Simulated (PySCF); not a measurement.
Quadrupole coupling of pyrazole: levels of theory against gas-phase measurements

Values to reproduce (atoms as numbered below): 14N at N4: χzz = -3.068 MHz [1]; 14N at N3: χzz = -4.473 MHz [1].
[1] measured, gas; W. C. Bailey, Calculation of NQCC in Gaseous State Molecules (compilation of microwave values)

Species: pyrazole, C3H4N2.
SMILES with atom numbers: `[cH:1]1[cH:2][n:3][nH:4][cH:5]1` (hydrogens: H6 on C1; H7 on C2; H8 on N4; H9 on C5)

What do the calculations give?

PySCF, non-relativistic, all at one geometry, with Q(14N) = 0.02044 b:

```
        level  functions  14N N4 (MHz)  14N N3 (MHz)  mean of computed/reference − 1 (%)
  B3LYP/pcJ-1        175        -3.478        -5.141                               +14.1
PBE0/pcSseg-1        105        -3.365        -5.138                               +12.3
```

Closest here is PBE0/pcSseg-1 (12.3 % unsigned error), furthest B3LYP/pcJ-1 (14.1 %); one molecule doesn't rank methods. Computed values are for fixed nuclei, while measured ones can include vibrational averaging. Geometry: GFN2-xTB; no solvent, vibrations or thermal averaging. GFN2-xTB bond lengths can be off by several hundredths of an ångström, more for odd bonds, and the gradients follow them.
